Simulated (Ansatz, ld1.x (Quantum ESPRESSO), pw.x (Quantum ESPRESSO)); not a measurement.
# Ir (sc): variants of one TM potential in the solid

* Element: Ir
* Generator: ld1.x (Quantum ESPRESSO) 7.5
* Type: norm-conserving Troullier–Martins (Kleinman–Bylander form)
* Functional: PBE
* Relativity: scalar-relativistic
* Frozen core: [Xe] 4f14
* Valence charge: 9
* Reference configuration: 5d7 6s0.5 6p0 (charge +1.5)
* Partial waves: 6s (bound): rc 1.90 bohr; 6p (bound, empty): rc 3.20 bohr; 5d (bound): rc 1.25 bohr
* Local potential: all-electron potential smoothed inside 3.00 bohr (lloc = -1)
* Core correction: a·sin(br)/r model core, default radius (core density twice the valence density)

Crystal test: sc Ir in pw.x 7.5, no spin, 13³ k-points, Fermi–Dirac smearing 0.01 Ry, cutoffs set for each file from its atomic test. The reference is all-electron LAPW (Ansatz 0.2.0) with the same functional, mesh and smearing; V0 and B0 come from Birch–Murnaghan fits to the pressures at five volumes. Errors are pseudo minus all-electron; Δ is the rms difference of the E(V) curves that follow from these fits, minima aligned, over ±6 % about the mean V0. Mesh and smearing are coarse, so the numbers serve the comparison and aren't converged zero-temperature values; the lattice is a test structure that the element need not adopt.

All-electron: a0 = 2.573 Å (V0 = 17.04 Å³/atom), B0 = 242.7 GPa.

Base: The largest radius (3.20 bohr) exceeds half the bond length (2.43 bohr), so the spheres overlap, which is one possible source of error among others. This is a poor potential for the solid. Atomic configuration tests: 1 of 7 tests not solved or not reliable.

A dash in a converged row means that the minimum lies outside the volumes sampled.

```tsv
change	cutoffs (Ry)	pw.x	a0 (Å)	a0 error (%)	B0 error (%)	Δ (meV/atom)	mean pressure error (GPa)
base	85/340	converged	2.595	+0.85	-1.8	23.2	+6.70
local potential all-electron potential smoothed inside 1.46 bohr (lloc = -1)	85/340	converged; bound ghost	–	–	–	–	+25.62
local potential all-electron potential smoothed inside 2.08 bohr (lloc = -1)	85/340	converged; bound ghost	–	–	–	–	-18.49
local potential all-electron potential smoothed inside 2.60 bohr (lloc = -1)	85/340	converged	2.574	+0.04	+0.5	1.2	+0.34
local potential all-electron potential smoothed inside 3.46 bohr (lloc = -1)	85/340	converged	–	–	–	–	+20.79
```

Task: Give the row for: local potential all-electron potential smoothed inside 2.88 bohr (lloc = -1).

Result: pw.x: converged; mean pressure error (GPa): +4.18; a0 (Å): 2.587; a0 error (%): +0.54; B0 error (%): -0.9; Δ (meV/atom): 14.7.
